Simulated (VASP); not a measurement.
# Na (P6_3/mmc) in VASP: density of states with PBE

Aim: the density of states of Na with PBE.

Program: VASP 6.6.1. These are calculated values, not measurements. Logs are shortened: lines on timing, memory, paths and dates and some standing lists are left out, and cuts for length are marked.

## 1. Starting point

Symmetry: P6_3/mmc, No. 194, hexagonal system. Conventional cell: a = 3.767 Å, b = 3.767 Å, c = 6.154 Å, α = 90.00°, β = 90.00°, γ = 120.00°. Around Na (site symmetry -6m2) lie 12 Na at 3.77 Å.

This isn't the form of Na at room conditions, which is bcc.

## 2. Density of states, PBE

POSCAR

```
Na
1.0
    3.7670009976      0.0000000000      0.0000000000
   -1.8835004988      3.2623185600      0.0000000000
    0.0000000000      0.0000000000      6.1540000000
Na
2
Direct
    0.3333333333      0.6666666667      0.2500000000
    0.6666666667      0.3333333333      0.7500000000
```

INCAR.step1

```
SYSTEM = Na
PREC = Accurate
ENCUT = 520
EDIFF = 1E-6
ISMEAR = -1
SIGMA = 0.05
LREAL = .FALSE.
LASPH = .TRUE.
NELM = 100
ALGO = Normal
ISIF = 2
LWAVE = .FALSE.
LCHARG = .TRUE.
GGA = PE
NBANDS = 14
```

KPOINTS.step1

```
regular mesh
0
G
  11 11 6
  0 0 0
```

INCAR.step2

```
SYSTEM = Na
PREC = Accurate
ENCUT = 520
EDIFF = 1E-6
ISMEAR = -5
SIGMA = 0.05
LREAL = .FALSE.
LASPH = .TRUE.
NELM = 100
ALGO = Normal
ISIF = 2
LWAVE = .FALSE.
LCHARG = .FALSE.
GGA = PE
LORBIT = 10
NEDOS = 1001
ICHARG = 11
```

KPOINTS.step2

```
regular mesh
0
G
  17 17 9
  0 0 0
```

Potentials or basis: VASP PAW PBE potentials, release 64 (Na_pv).

Started as:

```sh
cat potpaw_PBE.64/Na_pv/POTCAR > POTCAR
cp INCAR.step1 INCAR
cp KPOINTS.step1 KPOINTS
mpirun -np 1 vasp_std > vasp.out
cp INCAR.step2 INCAR
cp KPOINTS.step2 KPOINTS
mpirun -np 1 vasp_std > vasp.out
```

OUTCAR:

```text
SYSTEM = Na
   PREC = Accurate
   ENCUT = 520
   EDIFF = 1E-6
   ISMEAR = -5
   LREAL = .FALSE.
   LASPH = .TRUE.
   NELM = 100
   ISIF = 2
   GGA = PE
   LORBIT = 10
   ICHARG = 11

 ion  position               nearest neighbor table
   1  0.333  0.667  0.250-
   2  0.667  0.333  0.750-

  LATTYP: Found a hexagonal cell.
 ALAT       =     3.7670009976
 C/A-ratio  =     1.6336603054

  Lattice vectors:

 A1 = (   3.7670009976,   0.0000000000,   0.0000000000)
 A2 = (  -1.8835004988,   3.2623185600,   0.0000000000)
 A3 = (   0.0000000000,   0.0000000000,   6.1540000000)

Analysis of symmetry for initial positions (statically):
=====================================================================
 Subroutine PRICEL returns:
 Original cell was already a primitive cell.

 Routine SETGRP: Setting up the symmetry group for a
 hexagonal supercell.

 Subroutine GETGRP returns: Found 24 space group operations
 (whereof 12 operations were pure point group operations)
 out of a pool of 24 trial point group operations.

The static configuration has the point symmetry D_3d.
 The point group associated with its full space group is D_6h.

Analysis of symmetry for dynamics (positions and initial velocities):
=====================================================================
 Subroutine PRICEL returns:
 Original cell was already a primitive cell.

 Routine SETGRP: Setting up the symmetry group for a
 hexagonal supercell.

 Subroutine GETGRP returns: Found 24 space group operations
 (whereof 12 operations were pure point group operations)
 out of a pool of 24 trial point group operations.

The dynamic configuration has the point symmetry D_3d.
 The point group associated with its full space group is D_6h.

 Subroutine INISYM returns: Found 24 space group operations
 (whereof 12 operations are pure point group operations),
 and found     1 'primitive' translations

----------------------------------------------------------------------------------------

                                     Primitive cell

  volume of cell :      75.6275

  direct lattice vectors                    reciprocal lattice vectors
     3.767000998  0.000000000  0.000000000     0.265463163  0.153265229  0.000000000
    -1.883500499  3.262318560  0.000000000     0.000000000  0.306530457  0.000000000
     0.000000000  0.000000000  6.154000000     0.000000000  0.000000000  0.162495938

  length of vectors
     3.767000998  3.767000998  6.154000000     0.306530457  0.306530457  0.162495938

  position of ions in fractional coordinates (direct lattice)
     0.333333333  0.666666667  0.250000000
     0.666666667  0.333333333  0.750000000

  ion indices of the primitive-cell ions
   primitive index   ion index
                 1           1
                 2           2

----------------------------------------------------------------------------------------

 KPOINTS: regular mesh

Automatic generation of k-mesh.
 Grid dimensions read from file:
 generate k-points for:   17   17    9

 Generating k-lattice:

  Cartesian coordinates                     Fractional coordinates (reciprocal lattice)
     0.015615480  0.009015602  0.000000000     0.058823529  0.000000000  0.000000000
     0.000000000  0.018031203  0.000000000     0.000000000  0.058823529  0.000000000
     0.000000000  0.000000000  0.018055104     0.000000000  0.000000000  0.111111111

  Length of vectors
     0.018031203  0.018031203  0.018055104

  Shift w.r.t. Gamma in fractional coordinates (k-lattice)
     0.000000000  0.000000000  0.000000000

 TETIRR: Found   2533 inequivalent tetrahedra from    15606

 Subroutine IBZKPT returns following result:
 ===========================================

 Found    165 irreducible k-points:

 Following reciprocal coordinates:
            Coordinates               Weight
  0.000000  0.000000  0.000000      1.000000
  0.058824  0.000000  0.000000      6.000000
  0.117647  0.000000  0.000000      6.000000
  0.176471  0.000000  0.000000      6.000000
  0.235294  0.000000  0.000000      6.000000
  0.294118  0.000000  0.000000      6.000000
[... 16 lines left out ...]
  0.411765  0.117647  0.000000     12.000000
  0.176471  0.176471  0.000000      6.000000
 [... further k-points ...]
   k-points           NKPTS =    165   k-points in BZ     NKDIM =    165   number of bands    NBANDS=     11
   number of dos      NEDOS =   1001   number of ions     NIONS =      2
   total plane-waves  NPLWV =  37632
   dimension x,y,z NGX =    28 NGY =   28 NGZ =   48
   dimension x,y,z NGXF=    56 NGYF=   56 NGZF=   96
   ions per type =               2
   NGX,Y,Z   is equivalent  to a cutoff of  12.36, 12.36, 12.97 a.u.
   NGXF,Y,Z  is equivalent  to a cutoff of  24.71, 24.71, 25.93 a.u.
 SYSTEM =  Na
   PREC   = accura    normal or accurate (medium, high low for compatibility)
   ISTART =      0    job   : 0-new  1-cont  2-samecut
   ICHARG =     11    charge: 1-file 2-atom 10-const
   ISPIN  =      1    spin polarized calculation?
   LNONCOLLINEAR =      F non collinear calculations
   LSORBIT =      F    spin-orbit coupling
   LASPH  =      T    aspherical Exc in radial PAW
   ENCUT  =  520.0 eV  38.22 Ry    6.18 a.u.   7.00  7.00 11.44*2*pi/ulx,y,z
   NELM   =    100;   NELMIN=  2; NELMDL=  0     # of ELM steps
   EDIFF  = 0.1E-05   stopping-criterion for ELM
   LREAL  =      F    real-space projection
   EDIFFG = 0.1E-04   stopping-criterion for IOM
   NSW    =      0    number of steps for IOM
   IBRION =     -1    ionic relax: 0-MD 1-quasi-New 2-CG
   NFREE  =      0    steps in history (QN), initial steepest desc. (CG)
   ISIF   =      2    stress and relaxation
   ISYM   =      2    0-nonsym 1-usesym 2-fastsym
   POTIM  = 0.5000    time-step for ionic-motion
   TEBEG  =    0.0;   TEEND  =   0.0 temperature during run
   PSTRESS=    0.0 pullay stress
   NELECT =      14.0000    total number of electrons
   NUPDOWN=      -1.0000    fix difference up-down
   EMIN   =  10.00;   EMAX   =-10.00  energy-range for DOS
   EFERMI =   0.00;   METHOD = LEGACY
   ISMEAR =    -5;   SIGMA  =   0.05  broadening in eV -4-tet -1-fermi 0-gaus
   EFERMI_NEDOS =   21; number of points for ismear=-14 and -15
   IALGO  =     38    algorithm
   IMIX   =      4    mixing-type and parameters
     AMIX     =   0.40;   BMIX     =  1.00
     AMIX_MAG =   1.60;   BMIX_MAG =  1.00
  volume/ion in A,a.u.               =      37.81       255.18
  Fermi-wavevector in a.u.,A,eV,Ry     =   0.933020  1.763152 11.844231  0.870526
  Thomas-Fermi vector in A             =   2.059678
   LORBIT       =     10    0 simple, 1 ext, 2 COOP (PROOUT), +10 PAW based schemes
   GGA     = PE    functional components
   LHFCALC =     F    Hartree Fock is set to
   AEXX    =    0.0000 exact exchange contribution
   IVDW    =     0    specifies the selected vdW correction
   LEPSILON=     F    determine dielectric tensor
   LRPA    =     F    only Hartree local field effects (RPA)
 non-spin polarized calculation
 Fermi weights with tetrahedron method with Bloechl corrections
  energy-cutoff  :      520.00
  volume of cell :       75.63
 maximum number of plane-waves:      2059
 NGX is ok and might be reduce to    28

 number of electron      14.0000011 magnetization

 Free energy of the ion-electron system (eV)
  ---------------------------------------------------
  ext. energy  EPLUGINS =         0.00000000
  ---------------------------------------------------
  free energy    TOTEN  =        -2.62284588 eV

  energy without entropy =       -2.62284588  energy(sigma->0) =       -2.62284588

 E-fermi :   0.2932     XC(G=0):  -6.4502

 val. band max:        0.2707371522   @ k =   0.4118   0.0588   0.3333
 cond. band min:       0.3167467701   @ k =   0.4118   0.1176   0.0000
 fundamental gap:      0.0460096179
 Fermi energy:         0.2932226390

 k-point     1 :       0.0000    0.0000    0.0000
  band No.  band energies     occupation
      1     -24.6715      2.00000
      2     -24.6443      2.00000
      3     -24.6443      2.00000
      4     -24.6397      2.00000
      5     -24.6397      2.00000
      6     -24.6390      2.00000
      7      -2.9654      2.00000
      8       0.8236     -0.27420
      9       1.2097      0.00000
     10      10.1453      0.00000
     11      10.1489      0.00000

 k-point     2 :       0.0588    0.0000    0.0000
  band No.  band energies     occupation
      1     -24.6711      2.00000
      2     -24.6451      2.00000
      3     -24.6445      2.00000
      4     -24.6406      2.00000
      5     -24.6398      2.00000
      6     -24.6391      2.00000
      7      -2.9148      2.00000
      8       0.8685     -0.21851
      9       1.2591      0.00000
     10       9.0443      0.00000
     11       9.6377      0.00000

 k-point     3 :       0.1176    0.0000    0.0000
  band No.  band energies     occupation
      1     -24.6700      2.00000
      2     -24.6474      2.00000
      3     -24.6453      2.00000
      4     -24.6430      2.00000
      5     -24.6403      2.00000
      6     -24.6395      2.00000
      7      -2.7634      2.00000
      8       1.0034     -0.03525
      9       1.4064      0.00000
     10       7.7070      0.00000
     11       9.0674      0.00000

 k-point     4 :       0.1765    0.0000    0.0000
  band No.  band energies     occupation
      1     -24.6684      2.00000
      2     -24.6510      2.00000
      3     -24.6467      2.00000
      4     -24.6464      2.00000
      5     -24.6409      2.00000
      6     -24.6402      2.00000
      7      -2.5120      2.00000
      8       1.2286      0.00000
      9       1.6483      0.00000
     10       6.4167      0.00000
     11       8.5719      0.00000

 k-point     5 :       0.2353    0.0000    0.0000
  band No.  band energies     occupation
      1     -24.6662      2.00000
      2     -24.6554      2.00000
      3     -24.6510      2.00000
      4     -24.6477      2.00000
      5     -24.6417      2.00000
      6     -24.6412      2.00000
      7      -2.1622      2.00000
      8       1.5444      0.00000
      9       1.9769      0.00000
     10       5.2048      0.00000
     11       8.0861      0.00000
[... 211 lines left out ...]
 k-point    21 :       0.2941    0.1176    0.0000
  band No.  band energies     occupation
      1     -24.6636      2.00000
      2     -24.6604      2.00000
      3     -24.6598      2.00000
      4     -24.6513      2.00000
      5     -24.6452      2.00000
      6     -24.6444      2.00000
      7      -1.0285      2.00000
      8       2.5858      0.00000
      9       2.6727      0.00000
     10       3.4842      0.00000
     11       5.4305      0.00000

 k-point    22 :       0.3529    0.1176    0.0000
  band No.  band energies     occupation
      1     -24.6664      2.00000
      2     -24.6620      2.00000
      3     -24.6581      2.00000
      4     -24.6527      2.00000
      5     -24.6460      2.00000
      6     -24.6459      2.00000
      7      -0.3985      2.04315
      8       1.9753      0.00000
      9       3.1768      0.00000
     10       3.7640      0.00000
     11       5.1541      0.00000

 k-point    23 :       0.4118    0.1176    0.0000
  band No.  band energies     occupation
      1     -24.6680      2.00000
      2     -24.6631      2.00000
      3     -24.6566      2.00000
      4     -24.6534      2.00000
      5     -24.6471      2.00000
      6     -24.6464      2.00000
      7       0.3167      0.84331
      8       1.1228      0.00000
      9       3.8605      0.00000
     10       4.2887      0.00000
     11       4.6374      0.00000

 k-point    24 :       0.1765    0.1765    0.0000
  band No.  band energies     occupation
      1     -24.6631      2.00000
      2     -24.6581      2.00000
      3     -24.6576      2.00000
      4     -24.6491      2.00000
      5     -24.6448      2.00000
      6     -24.6428      2.00000
      7      -1.6170      2.00000
      8       2.0417      0.00000
      9       2.4630      0.00000
     10       4.7046      0.00000
     11       5.1909      0.00000

 [... further k-points ...]

------------------------ aborting loop because EDIFF is reached ----------------------------------------

  FORCE on cell =-STRESS in cart. coord.  units (eV):
  Direction    XX          YY          ZZ          XY          YZ          ZX
  --------------------------------------------------------------------------------------
  -------------------------------------------------------------------------------------
  Total       -0.0716907     -0.0716907     -0.0915632     -0.0000000      0.0000000      0.0000000
  in kB       -1.5187756     -1.5187756     -1.9397781     -0.0000000      0.0000000      0.0000000
  external PRESSURE =      -1.6591098 kB  Pullay stress =       0.0000000 kB

 VOLUME and BASIS-vectors are now :
 -----------------------------------------------------------------------------
  energy-cutoff  :      520.00
  volume of cell :       75.63
      direct lattice vectors                 reciprocal lattice vectors
     3.767000998  0.000000000  0.000000000     0.265463163  0.153265229  0.000000000
    -1.883500499  3.262318560  0.000000000     0.000000000  0.306530457  0.000000000
     0.000000000  0.000000000  6.154000000     0.000000000  0.000000000  0.162495938

 POSITION                                       TOTAL-FORCE (eV/Angst)
 -----------------------------------------------------------------------------------
     -0.00000      2.17488      1.53850        -0.000000      0.000000      0.000000
      1.88350      1.08744      4.61550         0.000000     -0.000000      0.000000
 -----------------------------------------------------------------------------------
    total drift:                                0.000000     -0.000000      0.000000

  FREE ENERGIE OF THE ION-ELECTRON SYSTEM (eV)
  ---------------------------------------------------
  free  energy   TOTEN  =        -2.6228458774 eV

  energy  without entropy=       -2.6228458774  energy(sigma->0) =       -2.62284588

 total charge

# of ion       s       p       d       tot
------------------------------------------
    1        0.097   5.963   0.000   6.060
    2        0.097   5.963   0.000   6.060
--------------------------------------------------
tot          0.195  11.926   0.000  12.121
```

Wall time 59 s (1 thread of Intel Xeon Platinum 8488C (Sapphire Rapids), shared host); peak memory 0.25 GiB.

What came out:

* Valence electrons inside the program's atomic spheres: Na 6.06

States per cell in windows of 1 eV (zero at the Fermi level; states under -8 eV left out):
| from (eV) | total | Na1_s | Na2_s | Na1_p | Na2_p | Na1_d | Na2_d |
| --- | --- | --- | --- | --- | --- | --- | --- |
| -8.0 | 0.00 | 0.00 | 0.00 | 0.00 | 0.00 | 0.00 | 0.00 |
| -7.0 | 0.00 | 0.00 | 0.00 | 0.00 | 0.00 | 0.00 | 0.00 |
| -6.0 | 0.00 | 0.00 | 0.00 | 0.00 | 0.00 | 0.00 | 0.00 |
| -5.0 | 0.00 | 0.00 | 0.00 | 0.00 | 0.00 | 0.00 | 0.00 |
| -4.0 | 0.04 | 0.00 | 0.00 | 0.00 | 0.00 | 0.00 | 0.00 |
| -3.0 | 0.43 | 0.02 | 0.02 | 0.00 | 0.00 | 0.00 | 0.00 |
| -2.0 | 0.65 | 0.03 | 0.03 | 0.01 | 0.01 | 0.00 | 0.00 |
| -1.0 | 0.88 | 0.04 | 0.04 | 0.02 | 0.02 | 0.00 | 0.00 |
| 0.0 | 1.09 | 0.03 | 0.03 | 0.03 | 0.03 | 0.00 | 0.00 |
| 1.0 | 1.10 | 0.03 | 0.03 | 0.03 | 0.03 | 0.00 | 0.00 |
| 2.0 | 1.31 | 0.04 | 0.04 | 0.03 | 0.03 | 0.00 | 0.00 |
| 3.0 | 1.37 | 0.03 | 0.03 | 0.04 | 0.04 | 0.00 | 0.00 |
| 4.0 | 1.33 | 0.03 | 0.03 | 0.04 | 0.04 | 0.00 | 0.00 |
| 5.0 | 0.83 | 0.01 | 0.01 | 0.03 | 0.03 | 0.00 | 0.00 |
| 6.0 | 0.54 | 0.01 | 0.01 | 0.02 | 0.02 | 0.00 | 0.00 |
| 7.0 | 0.25 | 0.00 | 0.00 | 0.01 | 0.01 | 0.00 | 0.00 |

Caveat: tetrahedron occupations give inexact forces and stress in metals.
